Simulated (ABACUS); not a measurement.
AlN under changes of volume

One of the cells (10.417 Å³/atom); the others are scaled copies at fixed shape and fractional positions:

```
Al N
1.0
     0.00000    2.18399    2.18399
     2.18399    0.00000    2.18399
     2.18399    2.18399    0.00000
Al N
1 1
Direct
  0.00000 0.00000 0.00000
  0.25000 0.25000 0.25000
```

Measurements of this composition are mostly on another form, of space group No. 186.

| Property | Result |
| --- | --- |
| Program | ABACUS 3.10.1 |
| Functional | PBE |
| Potentials or basis | PseudoDojo NC SR 0.4.1 PBE standard |
| Cutoff | 1143 eV |
| Density cutoff | 4572 eV |
| Basis | plane waves |
| k mesh | 10 × 10 × 10 |
| Occupations | fermi-dirac, width 0.05 eV |
| Spin | no spin polarisation |

| volume (Å³/atom) | energy over the lowest point (meV/atom) | pressure (GPa) | gap on the mesh (eV) |
| --- | --- | --- | --- |
| 9.792 | 47.91 | 19.1 | 3.35 |
| 10.001 | 26.56 | 13.8 | 3.34 |
| 10.209 | ? | ? | ? |
| 10.417 | 3.19 | 4.5 | 3.32 |
| 10.626 | 0.00 | 0.5 | 3.31 |
| 10.834 | 1.78 | -3.2 | 3.30 |
| 11.042 | 8.08 | -6.5 | 3.29 |

Task: What does the run at 10.209 Å³/atom give?

Result: Energy over the lowest point 11.86 meV/atom; pressure 8.9 GPa; gap on the mesh 3.33 eV.

Worked out: A Birch-Murnaghan fit of order 3 (a polynomial in V^(-2/3)) to the other rows has its minimum at 10.65 Å³/atom with B0 = V·E''(V) = 194 GPa and B' = 3.7. It gives 11.88 meV/atom at 10.209 Å³/atom, against the run's 11.86, and -dE/dV = 8.9 GPa, against 8.9. A straight line through the other rows of the gap, of slope -0.499 eV per unit of ln V, gives 3.33 eV, against the run's 3.33.

Energies are extrapolated to zero smearing.

A mesh can miss the band edges.
